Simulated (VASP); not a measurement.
# TiTe2 in VASP: further runs

The runs below take TiTe2 through single point, with PBE.

All numbers are computed with VASP 6.6.1; they aren't measurements. Logs are shortened: lines on timing, memory, paths and dates and some standing lists are left out, and cuts for length are marked.

## 1. The slab as given

The cell holds a slab with vacuum, 3 atoms: a = 3.777 Å, b = 3.777 Å, c = 11.415 Å, α = 90.00°, β = 90.00°, γ = 120.00°.

## 2. Single point, PBE

Input file INCAR:

```
PREC     = Accurate       # precision mode
ENCUT    = 460            # plane-wave cutoff, eV
EDIFF    = 1E-7           # SCF threshold, eV
ISMEAR   = 0              # smearing method
SIGMA    = 0.05           # smearing width, eV
LREAL    = False          # projectors in reciprocal space
LASPH    = True           # aspherical terms in the spheres
NELM     = 120            # most SCF steps
ALGO     = Normal         # electronic algorithm
ISIF     = 2              # what is computed and relaxed
LWAVE    = False          # write WAVECAR
LCHARG   = False          # write CHGCAR
LDIPOL   = True         
IDIPOL   = 3            
DIPOL    = 0.5 0.5 0.500
GGA      = PE             # functional
NBANDS   = 23             # bands
LVHAR    = True         
LVACPOTAV= True
```

Input file KPOINTS:

```
regular mesh
0
Gamma
  5 5 1
```

Input file POSCAR:

```
TiTe2
1.0
    3.7770000000      0.0000000000      0.0000000000
   -1.8885000000      3.2709779500      0.0000000000
    0.0000000000      0.0000000000     11.4153488000
Te Ti
2 1
Direct
    0.3333333333      0.6666666667      0.3504054121
    0.6666666667      0.3333333333      0.6495945879
    0.0000000000      0.0000000000      0.5000000000
```

Potentials or basis: VASP PAW PBE potentials, release 64 (Te, Ti_sv).

Command:

```console
$ cat potpaw_PBE.64/Te/POTCAR potpaw_PBE.64/Ti_sv/POTCAR > POTCAR
$ mpirun -np 1 vasp_std > vasp.out
```

OUTCAR:

```text
PREC = Accurate
   ENCUT = 460
   EDIFF = 1E-7
   ISMEAR = 0
   LREAL = False
   LASPH = True
   NELM = 120
   ISIF = 2
   GGA = PE

 Found      5 irreducible k-points:

 Following reciprocal coordinates:
            Coordinates               Weight
  0.000000  0.000000  0.000000      1.000000
  0.200000  0.000000  0.000000      6.000000
  0.400000 -0.000000  0.000000      6.000000
  0.200000  0.200000  0.000000      6.000000
  0.400000  0.200000  0.000000      6.000000
   k-points           NKPTS =      5   k-points in BZ     NKDIM =      5   number of bands    NBANDS=     23
   number of dos      NEDOS =    301   number of ions     NIONS =      3
   total plane-waves  NPLWV =  62720
   dimension x,y,z NGX =    28 NGY =   28 NGZ =   80
   dimension x,y,z NGXF=    56 NGYF=   56 NGZF=  160
   ions per type =               2   1
   NGX,Y,Z   is equivalent  to a cutoff of  12.32, 12.32, 11.65 a.u.
   NGXF,Y,Z  is equivalent  to a cutoff of  24.65, 24.65, 23.30 a.u.
 SYSTEM =  unknown system
   PREC   = accura    normal or accurate (medium, high low for compatibility)
   ISTART =      0    job   : 0-new  1-cont  2-samecut
   ICHARG =      2    charge: 1-file 2-atom 10-const
   ISPIN  =      1    spin polarized calculation?
   LNONCOLLINEAR =      F non collinear calculations
   LSORBIT =      F    spin-orbit coupling
   LASPH  =      T    aspherical Exc in radial PAW
   ENCUT  =  460.0 eV  33.81 Ry    5.81 a.u.   6.61  6.61 19.96*2*pi/ulx,y,z
   NELM   =    120;   NELMIN=  2; NELMDL= -5     # of ELM steps
   EDIFF  = 0.1E-06   stopping-criterion for ELM
   LREAL  =      F    real-space projection
[... 7 lines left out ...]
   TEBEG  =    0.0;   TEEND  =   0.0 temperature during run
   PSTRESS=    0.0 pullay stress
   NELECT =      24.0000    total number of electrons
   NUPDOWN=      -1.0000    fix difference up-down
   EMIN   =  10.00;   EMAX   =-10.00  energy-range for DOS
   EFERMI =   0.00;   METHOD = LEGACY
   ISMEAR =     0;   SIGMA  =   0.05  broadening in eV -4-tet -1-fermi 0-gaus
   EFERMI_NEDOS =   21; number of points for ismear=-14 and -15
   IALGO  =     38    algorithm
   IMIX   =      4    mixing-type and parameters
     AMIX     =   0.40;   BMIX     =  1.00
     AMIX_MAG =   1.60;   BMIX_MAG =  1.00
  volume/ion in A,a.u.               =      47.01       317.24
  Fermi-wavevector in a.u.,A,eV,Ry     =   0.907209  1.714376 11.197976  0.823028
  Thomas-Fermi vector in A             =   2.030989
   LORBIT       =      0    0 simple, 1 ext, 2 COOP (PROOUT), +10 PAW based schemes
   GGA     = PE    functional components
   LHFCALC =     F    Hartree Fock is set to
   AEXX    =    0.0000 exact exchange contribution
   IVDW    =     0    specifies the selected vdW correction
   LEPSILON=     F    determine dielectric tensor
   LRPA    =     F    only Hartree local field effects (RPA)
 non-spin polarized calculation
 Gauss-broadening in eV      SIGMA  =   0.05
  energy-cutoff  :      460.00
  volume of cell :      141.03
 maximum number of plane-waves:      3171
 NGX is ok and might be reduce to    28
   NGX = 13   NGY = 13   NGZ = 39

 dipolmoment           0.000000      0.000000      0.000000 electrons x Angstroem

 number of electron      23.9999997 magnetization

 dipolmoment           0.000000      0.000000     -0.000000 electrons x Angstroem

 Free energy of the ion-electron system (eV)
  ---------------------------------------------------
  ext. energy  EPLUGINS =         0.00000000
  ---------------------------------------------------
  free energy    TOTEN  =       -16.14953826 eV

  energy without entropy =      -16.14336777  energy(sigma->0) =      -16.14645301

 E-fermi :   1.6657     XC(G=0):  -6.4719

 val. band max:        1.3719693921   @ k =   0.2000   0.0000   0.0000
 cond. band min:       1.6809113038   @ k =   0.4000  -0.0000   0.0000
 fundamental gap:      0.3089419116
 Fermi energy:         1.6656827941

 k-point     1 :       0.0000    0.0000    0.0000
  band No.  band energies     occupation
      1     -55.8051      2.00000
      2     -32.0454      2.00000
      3     -32.0420      2.00000
      4     -32.0420      2.00000
      5     -10.2425      2.00000
      6      -9.3581      2.00000
[... 15 lines left out ...]
     22       9.5881      0.00000
     23       9.5881      0.00000

 k-point     2 :       0.2000    0.0000    0.0000
  band No.  band energies     occupation
      1     -55.8041      2.00000
      2     -32.0562      2.00000
      3     -32.0452      2.00000
      4     -32.0421      2.00000
      5      -9.8270      2.00000
      6      -9.1033      2.00000
[... 15 lines left out ...]
     22       9.8983      0.00000
     23      10.1856      0.00000

 k-point     3 :       0.4000   -0.0000    0.0000
  band No.  band energies     occupation
      1     -55.8024      2.00000
      2     -32.0791      2.00000
      3     -32.0505      2.00000
      4     -32.0368      2.00000
      5      -8.9111      2.00000
      6      -8.6369      2.00000
[... 15 lines left out ...]
     22       8.7287      0.00000
     23      10.1921      0.00000

 k-point     4 :       0.2000    0.2000    0.0000
  band No.  band energies     occupation
      1     -55.8028      2.00000
      2     -32.0709      2.00000
      3     -32.0533      2.00000
      4     -32.0378      2.00000
      5      -9.1431      2.00000
      6      -8.7231      2.00000
[... 15 lines left out ...]
     22       9.6110      0.00000
     23      10.0446      0.00000

 k-point     5 :       0.4000    0.2000    0.0000
  band No.  band energies     occupation
      1     -55.8019      2.00000
      2     -32.0779      2.00000
      3     -32.0603      2.00000
      4     -32.0352      2.00000
      5      -8.5195      2.00000
      6      -8.5160      2.00000
[... 15 lines left out ...]
     22       9.6237      0.00000
     23       9.9391      0.00000

------------------------ aborting loop because EDIFF is reached ----------------------------------------

  FORCE on cell =-STRESS in cart. coord.  units (eV):
  Direction    XX          YY          ZZ          XY          YZ          ZX
  --------------------------------------------------------------------------------------
  -------------------------------------------------------------------------------------
  Total        0.2781475      0.2781475      0.5785937      0.0000000      0.0000000      0.0000000
  in kB        3.1598904      3.1598904      6.5731036      0.0000000      0.0000000      0.0000000
  external PRESSURE =       4.2976282 kB  Pullay stress =       0.0000000 kB

 VOLUME and BASIS-vectors are now :
 -----------------------------------------------------------------------------
  energy-cutoff  :      460.00
  volume of cell :      141.03
      direct lattice vectors                 reciprocal lattice vectors
     3.777000000  0.000000000  0.000000000     0.264760392  0.152859484  0.000000000
    -1.888500000  3.270977950  0.000000000     0.000000000  0.305718967  0.000000000
     0.000000000  0.000000000 11.415348800     0.000000000  0.000000000  0.087601353

 POSITION                                       TOTAL-FORCE (eV/Angst)
 -----------------------------------------------------------------------------------
     -0.00000      2.18065      4.00000        -0.000000     -0.000000     -0.166580
      1.88850      1.09033      7.41535         0.000000      0.000000      0.166580
      0.00000      0.00000      5.70767        -0.000000      0.000000      0.000000
 -----------------------------------------------------------------------------------
    total drift:                               -0.000000     -0.000000     -0.000000

  FREE ENERGIE OF THE ION-ELECTRON SYSTEM (eV)
  ---------------------------------------------------
  free  energy   TOTEN  =       -16.1495382579 eV

  energy  without entropy=      -16.1433677651  energy(sigma->0) =      -16.14645301
```

It took 21 s on 1 thread of Intel Xeon Platinum 8559C (Emerald Rapids), shared host; peak memory 0.23 GiB.

These settings aren't checked as converged: the numbers below hold their error.

What came out:

- Free energy: -16.1495 eV
- Largest force: 0.167 eV/Å
- Band gap on the k mesh: none (metal or under the smearing width)

Caveat: the k mesh is coarse (spacing up to 0.38 Å⁻¹), so the values aren't converged.

## 3. Single point, PBE

This run uses another cell than the first one, of 38.77 Å³/atom, 0.825 times its volume.

INCAR is that of step 2.

Input file KPOINTS:

```
regular mesh
0
Gamma
  7 7 1
```

Input file POSCAR:

```
TiTe2
1.0
    3.7770000000      0.0000000000      0.0000000000
   -1.8885000000      3.2709779500      0.0000000000
    0.0000000000      0.0000000000      9.4153488000
Te Ti
2 1
Direct
    0.3333333333      0.6666666667      0.3186286630
    0.6666666667      0.3333333333      0.6813713370
    0.0000000000      0.0000000000      0.5000000000
```

Potentials or basis: VASP PAW PBE potentials, release 64 (Te, Ti_sv).

Command:

```console
$ cat potpaw_PBE.64/Te/POTCAR potpaw_PBE.64/Ti_sv/POTCAR > POTCAR
$ mpirun -np 1 vasp_std > vasp.out
```

OUTCAR:

```text
PREC = Accurate
   ENCUT = 460
   EDIFF = 1E-7
   ISMEAR = 0
   LREAL = False
   LASPH = True
   NELM = 120
   ISIF = 2
   GGA = PE

 Found      8 irreducible k-points:

 Following reciprocal coordinates:
            Coordinates               Weight
  0.000000  0.000000  0.000000      1.000000
  0.142857  0.000000  0.000000      6.000000
  0.285714  0.000000  0.000000      6.000000
  0.428571  0.000000  0.000000      6.000000
  0.142857  0.142857  0.000000      6.000000
  0.285714  0.142857  0.000000     12.000000
   k-points           NKPTS =      8   k-points in BZ     NKDIM =      8   number of bands    NBANDS=     23
   number of dos      NEDOS =    301   number of ions     NIONS =      3
   total plane-waves  NPLWV =  54880
   dimension x,y,z NGX =    28 NGY =   28 NGZ =   70
   dimension x,y,z NGXF=    56 NGYF=   56 NGZF=  140
   ions per type =               2   1
   NGX,Y,Z   is equivalent  to a cutoff of  12.32, 12.32, 12.36 a.u.
   NGXF,Y,Z  is equivalent  to a cutoff of  24.65, 24.65, 24.72 a.u.
 SYSTEM =  unknown system
   PREC   = accura    normal or accurate (medium, high low for compatibility)
   ISTART =      0    job   : 0-new  1-cont  2-samecut
   ICHARG =      2    charge: 1-file 2-atom 10-const
   ISPIN  =      1    spin polarized calculation?
   LNONCOLLINEAR =      F non collinear calculations
   LSORBIT =      F    spin-orbit coupling
   LASPH  =      T    aspherical Exc in radial PAW
   ENCUT  =  460.0 eV  33.81 Ry    5.81 a.u.   6.61  6.61 16.47*2*pi/ulx,y,z
   NELM   =    120;   NELMIN=  2; NELMDL= -5     # of ELM steps
   EDIFF  = 0.1E-06   stopping-criterion for ELM
   LREAL  =      F    real-space projection
[... 7 lines left out ...]
   TEBEG  =    0.0;   TEEND  =   0.0 temperature during run
   PSTRESS=    0.0 pullay stress
   NELECT =      24.0000    total number of electrons
   NUPDOWN=      -1.0000    fix difference up-down
   EMIN   =  10.00;   EMAX   =-10.00  energy-range for DOS
   EFERMI =   0.00;   METHOD = LEGACY
   ISMEAR =     0;   SIGMA  =   0.05  broadening in eV -4-tet -1-fermi 0-gaus
   EFERMI_NEDOS =   21; number of points for ismear=-14 and -15
   IALGO  =     38    algorithm
   IMIX   =      4    mixing-type and parameters
     AMIX     =   0.40;   BMIX     =  1.00
     AMIX_MAG =   1.60;   BMIX_MAG =  1.00
  volume/ion in A,a.u.               =      38.77       261.66
  Fermi-wavevector in a.u.,A,eV,Ry     =   0.967368  1.828060 12.732335  0.935800
  Thomas-Fermi vector in A             =   2.097247
   LORBIT       =      0    0 simple, 1 ext, 2 COOP (PROOUT), +10 PAW based schemes
   GGA     = PE    functional components
   LHFCALC =     F    Hartree Fock is set to
   AEXX    =    0.0000 exact exchange contribution
   IVDW    =     0    specifies the selected vdW correction
   LEPSILON=     F    determine dielectric tensor
   LRPA    =     F    only Hartree local field effects (RPA)
 non-spin polarized calculation
 Gauss-broadening in eV      SIGMA  =   0.05
  energy-cutoff  :      460.00
  volume of cell :      116.32
 maximum number of plane-waves:      2643
 NGX is ok and might be reduce to    28
   NGX = 13   NGY = 13   NGZ = 33

 dipolmoment           0.000000      0.000000     -0.000000 electrons x Angstroem

 number of electron      23.9999994 magnetization

 dipolmoment           0.000000      0.000000      0.000000 electrons x Angstroem

 Free energy of the ion-electron system (eV)
  ---------------------------------------------------
  ext. energy  EPLUGINS =         0.00000000
  ---------------------------------------------------
  free energy    TOTEN  =       -16.14912651 eV

  energy without entropy =      -16.14456294  energy(sigma->0) =      -16.14684472

 E-fermi :   3.0846     XC(G=0):  -7.5785

 val. band max:        3.0332875687   @ k =   0.1429   0.0000   0.0000
 cond. band min:       3.0929626645   @ k =   0.4286   0.0000   0.0000
 fundamental gap:      0.0596750958
 Fermi energy:         3.0846111431

 k-point     1 :       0.0000    0.0000    0.0000
  band No.  band energies     occupation
      1     -54.3754      2.00000
      2     -30.6178      2.00000
      3     -30.6178      2.00000
      4     -30.6055      2.00000
      5      -8.8236      2.00000
      6      -7.9359      2.00000
[... 15 lines left out ...]
     22      11.0093      0.00000
     23      11.7562      0.00000

 k-point     2 :       0.1429    0.0000    0.0000
  band No.  band energies     occupation
      1     -54.3749      2.00000
      2     -30.6256      2.00000
      3     -30.6196      2.00000
      4     -30.6037      2.00000
      5      -8.6061      2.00000
      6      -7.8007      2.00000
[... 15 lines left out ...]
     22      11.7866      0.00000
     23      11.9220      0.00000

 k-point     3 :       0.2857    0.0000    0.0000
  band No.  band energies     occupation
      1     -54.3736      2.00000
      2     -30.6430      2.00000
      3     -30.6236      2.00000
      4     -30.5997      2.00000
      5      -8.0273      2.00000
      6      -7.4651      2.00000
[... 15 lines left out ...]
     22      11.0947      0.00000
     23      12.0899      0.00000

 k-point     4 :       0.4286    0.0000    0.0000
  band No.  band energies     occupation
      1     -54.3726      2.00000
      2     -30.6568      2.00000
      3     -30.6268      2.00000
      4     -30.5965      2.00000
      5      -7.3829      2.00000
      6      -7.1844      2.00000
[... 15 lines left out ...]
     22      10.1597      0.00000
     23      11.4815      0.00000

 k-point     5 :       0.1429    0.1429    0.0000
  band No.  band energies     occupation
      1     -54.3740      2.00000
      2     -30.6370      2.00000
      3     -30.6236      2.00000
      4     -30.6008      2.00000
      5      -8.2057      2.00000
      6      -7.5629      2.00000
[... 15 lines left out ...]
     22      10.9681      0.00000
     23      11.1326      0.00000

 k-point     6 :       0.2857    0.1429    0.0000
  band No.  band energies     occupation
      1     -54.3728      2.00000
      2     -30.6504      2.00000
      3     -30.6295      2.00000
      4     -30.5972      2.00000
      5      -7.5750      2.00000
      6      -7.2335      2.00000
[... 15 lines left out ...]
     22      10.6466      0.00000
     23      11.0749      0.00000

 [... further k-points ...]
[... 5 lines left out ...]
  --------------------------------------------------------------------------------------
  -------------------------------------------------------------------------------------
  Total        0.3152527      0.3152527      0.6734104     -0.0000000      0.0000000      0.0000000
  in kB        4.3421850      4.3421850      9.2753302     -0.0000000      0.0000000      0.0000000
  external PRESSURE =       5.9865668 kB  Pullay stress =       0.0000000 kB

 VOLUME and BASIS-vectors are now :
 -----------------------------------------------------------------------------
  energy-cutoff  :      460.00
  volume of cell :      116.32
      direct lattice vectors                 reciprocal lattice vectors
     3.777000000  0.000000000  0.000000000     0.264760392  0.152859484  0.000000000
    -1.888500000  3.270977950  0.000000000     0.000000000  0.305718967  0.000000000
     0.000000000  0.000000000  9.415348800     0.000000000  0.000000000  0.106209554

 POSITION                                       TOTAL-FORCE (eV/Angst)
 -----------------------------------------------------------------------------------
     -0.00000      2.18065      3.00000         0.000000     -0.000000     -0.161421
      1.88850      1.09033      6.41535        -0.000000      0.000000      0.161421
      0.00000      0.00000      4.70767         0.000000      0.000000      0.000000
 -----------------------------------------------------------------------------------
    total drift:                                0.000000     -0.000000      0.000000

  FREE ENERGIE OF THE ION-ELECTRON SYSTEM (eV)
  ---------------------------------------------------
  free  energy   TOTEN  =       -16.1491265106 eV

  energy  without entropy=      -16.1445629359  energy(sigma->0) =      -16.14684472
```

It took 23 s on 1 thread of Intel Xeon Platinum 8559C (Emerald Rapids), shared host; peak memory 0.22 GiB.

The run converged, but some of its settings lie outside the range that counts as converged, so its numbers aren't taken as properties of the slab.

What came out:

| Quantity | Value |
| --- | --- |
| Free energy | -16.1491 eV |
| Largest force | 0.161 eV/Å |
| Band gap on the k mesh | none (metal or under the smearing width) |
